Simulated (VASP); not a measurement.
Here is a VASP 6.6.1 calculation.

The input INCAR:

```
SYSTEM = SnS2
PREC = Accurate ; ENCUT = 600
EDIFF = 1E-7 ; ISMEAR = 0
SIGMA = 0.03 ; LREAL = .False.
LASPH = .True. ; NELM = 80
ALGO = Normal ; ISIF = 3
LWAVE = .False. ; LCHARG = .False.
GGA = PE ; IBRION = 2
NSW = 90 ; EDIFFG = -0.005
LATTICE_CONSTRAINTS = .TRUE. .TRUE. .FALSE.
```

Contents of KPOINTS:

```
Automatic mesh
0
Gamma
  12 12 1
  0 0 0
```

POSCAR

```
SnS2                                    
1.0
    3.6993278905      0.0000000000      0.0000000000
   -1.8496639453      3.2037119255      0.0000000000
    0.0000000000      0.0000000000     20.9340000000
  S               Sn            
     2     1
Direct
     0.6666666699999979    0.3333333300000021    0.4293744773899700
     0.3333333300000021    0.6666666699999979    0.5706255226100300
     0.0000000000000000    1.0000000000000000    0.5000000000000000
```

Potentials or basis: VASP PAW PBE potentials, release 64 (S, Sn_d).

Run with:

```bash
$ cat potpaw_PBE.64/S/POTCAR potpaw_PBE.64/Sn_d/POTCAR > POTCAR
$ mpirun -np 1 vasp_std > vasp.out
```

(1) Predict the band gap on the k mesh.

Answers

(1) 1.57 eV, indirect (least direct gap 1.81 eV).

Caveat: the relaxation stopped at its first step, so nothing moved; spin-orbit coupling is left out, which moves the levels of the heavy elements.
